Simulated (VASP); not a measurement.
Here is a VASP 6.6.1 calculation.

INCAR

```
SYSTEM = Sn
ALGO = Normal
EDIFF = 1E-7
EDIFFG = -0.01
ENCUT = 600
GGA = PE
IBRION = 2
ISIF = 2
ISMEAR = 0
LASPH = .TRUE.
LCHARG = .FALSE.
LREAL = .FALSE.
LWAVE = .FALSE.
NELM = 80
NSW = 40
PREC = Accurate
SIGMA = 0.03
```

File KPOINTS:

```
k-points
0
G
  10 10 10
  0 0 0
```

File POSCAR:

```
Sn                                      
1.0
    0.0000000000      3.3276394615      3.3276394615
    3.3276394615      0.0000000000      3.3276394615
    3.3276394615      3.3276394615      0.0000000000
  Sn            
     2
Direct
     0.0000000000000000    0.0000000000000000    1.0000000000000000
     0.2500000000000000    0.2500000000000000    0.2500000000000000
```

Potentials or basis: VASP PAW PBE potentials, release 64 (Sn_d).

Run with:

```sh
$ cat potpaw_PBE.64/Sn_d/POTCAR > POTCAR
$ mpirun -np 1 vasp_std > vasp.out
```

**Question.** Estimate the band gap on the k mesh.

**Answer.** None (metal or under the smearing width).

Final structure:
```xyz
2
Lattice="0.0000 3.3276 3.3276 3.3276 0.0000 3.3276 3.3276 3.3276 0.0000" Properties=species:S:1:pos:R:3 pbc="T T T"
Sn    0.0000    0.0000    0.0000
Sn    1.6638    1.6638    1.6638
```

Caveat: the relaxation stopped at its first step, so nothing moved.
